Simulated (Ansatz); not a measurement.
C, space group C2/m, an equation of state with a fit

Computed with Ansatz 0.2.0 through its Python package.

Notebook, run cell by cell (the value of a cell's last expression is shown):

In [1]:
```python
import ansatz as az
from ase.eos import EquationOfState
from ase.units import GPa
import numpy as np
```

In [2]:
```python
vectors0 = np.array([
    [2.12732031, -1.22828244, 0.0],
    [2.12732031, 1.22828244, 0.0],
    [-1.37906963, 0.0, 3.50283008],
])
sites = [
    ("C", [0.83335553, 0.83335553, 9.304e-05]),
    ("C", [0.16664447, 0.16664447, 0.99990696]),
]
```

In [3]:
```python
def on_lattice(cell):
    crystal = az.Crystal(lattice=az.Lattice.of(cell))
    for symbol, position in sites:
        crystal = crystal.atom(symbol, position)
    return crystal

# scale the volume, keep shape and fractions
volumes, energies, pressures = [], [], []
for scale in np.linspace(0.92, 1.08, 7):
    cell = vectors0 * scale ** (1 / 3)
    base = (
        on_lattice(cell).calculation()
        .pseudopotentials("paw")
        .basis(550)
        .occupations("Marzari-Vanderbilt", width=100 * az.meV)
        .functional("lda")
        .kpoints(14, 14, 8)
        .stress()
    )
    summary = base.run(threads=1).report
    volumes.append(abs(np.linalg.det(cell)) / len(sites))
    energies.append(summary["free_energy_ev"] / len(sites))
    pressures.append(np.trace(summary["stress_gpa"]) / 3)
    print(f"V = {volumes[-1]:8.4f} A^3/atom  F = {energies[-1]:.5f} eV/atom  P = {pressures[-1]:8.3f} GPa")
```
```text
V =   8.4205 A^3/atom  F = -242.94836 eV/atom  P =   21.472 GPa
V =   8.6646 A^3/atom  F = -242.97360 eV/atom  P =   11.873 GPa
V =   8.9086 A^3/atom  F = -242.98509 eV/atom  P =    3.393 GPa
V =   9.1527 A^3/atom  F = -242.98443 eV/atom  P =   -4.109 GPa
V =   9.3968 A^3/atom  F = -242.97302 eV/atom  P =  -10.740 GPa
V =   9.6409 A^3/atom  F = -242.95210 eV/atom  P =  -16.607 GPa
V =   9.8849 A^3/atom  F = -242.92277 eV/atom  P =  -21.797 GPa
```

In [4]:
```python
eos = EquationOfState(volumes, energies, eos="murnaghan")
v0, e0, bulk = eos.fit()
print(f"V0 = {v0:.4f} A^3/atom, E0 = {e0:.5f} eV/atom, B = {bulk / GPa:.1f} GPa")
eos.plot("eos.png")
```
```text
V0 = 9.0151 A^3/atom, E0 = -242.98620 eV/atom, B = 278.4 GPa
```
Out [4]:
```text
<Axes: title={'center': 'murnaghan: E: -242.986 eV, V: 9.015 Å$^3$, B: 278.376 GPa'}, xlabel='volume [Å$^3$]', ylabel='energy [eV]'>
```

A third-order Birch-Murnaghan fit through the 7 points (the script's own form differs a little) has its minimum at 9.02 Å³ an atom, 1.5 % below the typed cell, with a bulk modulus of 279 GPa and dB/dP = 3.5. From that minimum the energy rises by 37.9 meV an atom on the compressed side and 63.4 meV on the expanded side.

Reading the output:
- Total energies depend on the potentials; only differences at equal settings carry meaning.
- Shape and fractional positions are held along the curve, so the bulk modulus is an upper value where they are free to relax, by a factor of two or more in layered or hydrogen-bonded cells.
- Within a few hundredths of an angstrom the cell has the higher group R-3m; the lower one is a small distortion.
- Pressure is positive in compression.
- Wall time of the script: 34 s on 1 thread of Arm Neoverse V1, on a shared host, peak memory 0.44 GiB.
